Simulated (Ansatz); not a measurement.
# Sc: pressure up to the limit of the methods

The task here is to estimate one member of a computed series from the others.

Method: DFT PBE, with the methods named in each step, in Ansatz 0.2.0.

### The structure to begin with

The structure is cubic, space group Im-3m (No. 229). The conventional cell has a = 3.671 Å, b = 3.671 Å, c = 3.671 Å, α = 90.00°, β = 90.00°, γ = 90.00°. Sc (site symmetry m-3m) is surrounded by 8 Sc at 3.18 Å.

As a file:

```cif
data_structure
_symmetry_space_group_name_H-M 'P 1'
_symmetry_Int_Tables_number 1
_cell_length_a 3.1791
_cell_length_b 3.1791
_cell_length_c 3.1791
_cell_angle_alpha 109.471
_cell_angle_beta 109.471
_cell_angle_gamma 109.471
_cell_volume 24.73
loop_
_atom_site_label
_atom_site_type_symbol
_atom_site_fract_x
_atom_site_fract_y
_atom_site_fract_z
_atom_site_occupancy
Sc1 Sc 0.00000 0.00000 0.00000 1
```

Whether this phase is the stable one at these pressures isn't tested.

Set-up of the first run:

input.yaml reads:

```yaml
crystal:
  lattice:
    - [-1.8354594251, 1.8354594251, 1.8354594251]
    - [1.8354594251, -1.8354594251, 1.8354594251]
    - [1.8354594251, 1.8354594251, -1.8354594251]
  atoms:
    - { symbol: Sc, position: [0.0, 0.0, 0.0] }
kpoints:
  mp_grid: { grid: [16, 16, 16] }
scf:
  occupations: { method: fermi_dirac, width: 0.05 }
hamiltonian:
  xc: pbe
  pseudopotentials: { kind: paw }
output:
  forces: true
  stress: true
relax:
  f_tol: 0.005
  max_steps: 40
  cell: {}
```

Command:

```bash
$ ansatz run input.yaml --threads 1 --pin off --max-ram 2048MiB --backend cpu --events-out ev --progress --plain --runs-dir out
```

Among the steps run: Cell relaxed at zero pressure, PAW; Volume scaled by 1, PAW; Volume scaled by 1, PAW (source ansatz); Volume scaled by 0.9, PAW; Volume scaled by 0.9, PAW (partial_waves polarizable); Volume scaled by 0.8, PAW; Volume scaled by 0.7, PAW; Volume scaled by 0.6, PAW; Volume scaled by 0.5, PAW; Volume scaled by 0.4, PAW; Volume scaled by 0.4, PAW (partial_waves polarizable).

One of the session's tables, all rows but one given; the rest of the session is left out.

```
                         method  volume over the first  volume (Å³/atom)  pressure (GPa)
                            PAW                      1            24.893           -0.04
                            PAW                    0.9            22.404            6.55
                            PAW                    0.8            19.915           16.59
                            PAW                    0.7            17.425           32.08
                            PAW                    0.6            14.936           56.57
                            PAW                    0.5                 ?               ?
                            PAW                    0.4             9.957          165.62
PAW (partial_waves polarizable)                    0.9            22.404            6.55
PAW (partial_waves polarizable)                    0.4             9.957          165.62
            PAW (source ansatz)                      1            24.893           -0.04
```

Q: Estimate the row for PAW, 0.5 from the others.

The run gave: volume (Å³/atom): 12.447; pressure (GPa): 96.23. In the column «volume (Å³/atom)» it lies between PAW (partial_waves polarizable), 0.4 (9.957) and PAW, 0.6 (14.936).
